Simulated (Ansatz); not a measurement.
# Point defect: Ga vacancy in GaP

Theory: DFT PBE, scalar-relativistic, plane waves, PAW in Ansatz. (420 eV cutoff, 3×3×3 k-mesh, Gaussian smearing of 0.01 eV, collinear spin)

Host crystal, relaxed:

```cif
data_structure
_symmetry_space_group_name_H-M 'P 1'
_symmetry_Int_Tables_number 1
_cell_length_a 3.8927
_cell_length_b 3.8927
_cell_length_c 3.8927
_cell_angle_alpha 60.000
_cell_angle_beta 60.000
_cell_angle_gamma 60.000
_cell_volume 41.71
loop_
_atom_site_label
_atom_site_type_symbol
_atom_site_fract_x
_atom_site_fract_y
_atom_site_fract_z
_atom_site_occupancy
Ga1 Ga 0.00000 0.00000 0.00000 1
P1 P 0.25000 0.25000 0.25000 1
```

Supercell of 32 atoms, rows in host cell vectors: -1 -1 3; -1 -1 -1; 3 -1 -1. Atoms relax at the host's cell, keeping the symmetry that the supercell leaves at the site. The cell is small, so energies carry finite-size errors of tenths of an eV. The host's Kohn–Sham gap is 1.58 eV. Atoms are taken from and returned to the elements' standard states. Charged cells are corrected for image charges with the computed static dielectric tensor (mean 12.9) and aligned with the host's potential at far atoms (alignment terms reach 0.82 eV; the program doubts the alignment in some charges, where it is up to 0.82 eV). No band-filling term is added, and the Fermi level counts from the host's valence band top.

Defect: Ga vacancy set at (0.000, 0.000, 0.000) of the host cell. Before relaxation its nearest neighbours are 4 P at 2.38 Å.

| charge | E_f at the valence band top (eV) | over the neutral state (eV) | moment (μB) | largest move (Å) | atoms near the site |
| --- | --- | --- | --- | --- | --- |
| 0 | 4.37 | 0.00 | 1.89 | 0.09 | 4 P at 2.29 Å |
| -1 | 4.47 | 0.10 | 0.89 | 0.15 | 4 P at 2.24 Å |
| -2 | 4.94 | 0.57 | 0.10 | 0.19 | 4 P at 2.19 Å |

Among the charges computed the stable one is 0 at the valence band top, changing to -1 at 0.10 eV, changing to -2 at 0.47 eV. In charge 0, -1, -2 the cell has partly filled bands: a level of the defect may be part filled, the carrier may sit in the host's bands, or levels may cross between the k points, so transitions that involve it are doubtful. Without the alignment that the program doubts, the level (0/-1) would lie at -0.34 eV, outside the gap, so these runs don't decide whether the defect changes charge there. Fractional moments come from partly filled bands of the small cell.